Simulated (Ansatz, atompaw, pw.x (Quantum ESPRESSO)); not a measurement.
**H (Z = 1) (bcc): variants of one PAW (atompaw) potential in the solid**

* Element: hydrogen
* Generator: atompaw 4.2.0.5
* Type: PAW
* Functional: PBE
* Relativity: scalar-relativistic
* Frozen core: none
* Valence charge: 1
* Reference configuration: 1s1
* Partial waves: 1s (bound): rc 1.50 bohr; 1s channel at 0.65 Ry: rc 1.50 bohr; 2p channel at 0.2 Ry: rc 1.50 bohr; 2p channel at 0.7 Ry: rc 1.50 bohr
* Local potential: troulliermartins scheme with l = 2 at 0.5 Ry, radius 1.00 bohr
* Core correction: none
* Augmentation charge: gaussian compensation charge, radius 1.10 bohr; PAW radius 1.50 bohr; waves and projectors: custom polynom2 7 10 vanderbiltortho

Crystal test: bcc H in pw.x 7.5, no spin, 18³ k-points, Fermi–Dirac smearing 0.01 Ry, cutoffs set for each file from its atomic test. The reference is all-electron LAPW (Ansatz 0.2.0) with the same functional, mesh and smearing; V0 and B0 come from Birch–Murnaghan fits to the pressures at five volumes. Errors are pseudo minus all-electron; Δ is the rms difference of the E(V) curves that follow from these fits, minima aligned, over ±6 % about the mean V0. Mesh and smearing are coarse, so the numbers serve the comparison and aren't converged zero-temperature values; the lattice is a test structure that the element need not adopt.

All-electron: a0 = 1.811 Å (V0 = 2.97 Å³/atom), B0 = 107.8 GPa.

```tsv
change	cutoffs (Ry)	pw.x	a0 (Å)	a0 error (%)	B0 error (%)	Δ (meV/atom)	mean pressure error (GPa)
base	40/400	converged	1.811	+0.05	+0.1	0.1	+0.14
wave 1s channel at 0.65 Ry: rc 1.50 bohr becomes 1s channel at -0.35 Ry: rc 1.50 bohr	40/400	converged	1.811	+0.04	+0.1	0.1	+0.13
wave 1s channel at 0.65 Ry: rc 1.50 bohr becomes 1s channel at -0.11 Ry: rc 1.50 bohr	40/400	converged	1.811	+0.04	+0.1	0.1	+0.13
wave 1s channel at 0.65 Ry: rc 1.50 bohr becomes 1s channel at 0.92 Ry: rc 1.50 bohr	40/400	converged	1.811	+0.05	+0.1	0.1	+0.14
wave 1s channel at 0.65 Ry: rc 1.50 bohr becomes 1s channel at 1.96 Ry: rc 1.50 bohr	40/400	converged	1.811	+0.05	+0.1	0.1	+0.15
wave 1s channel at 0.65 Ry: rc 1.50 bohr becomes 1s channel at 7.62 Ry: rc 1.50 bohr	40/400	converged	1.803	-0.43	+1.4	0.9	-1.32
```
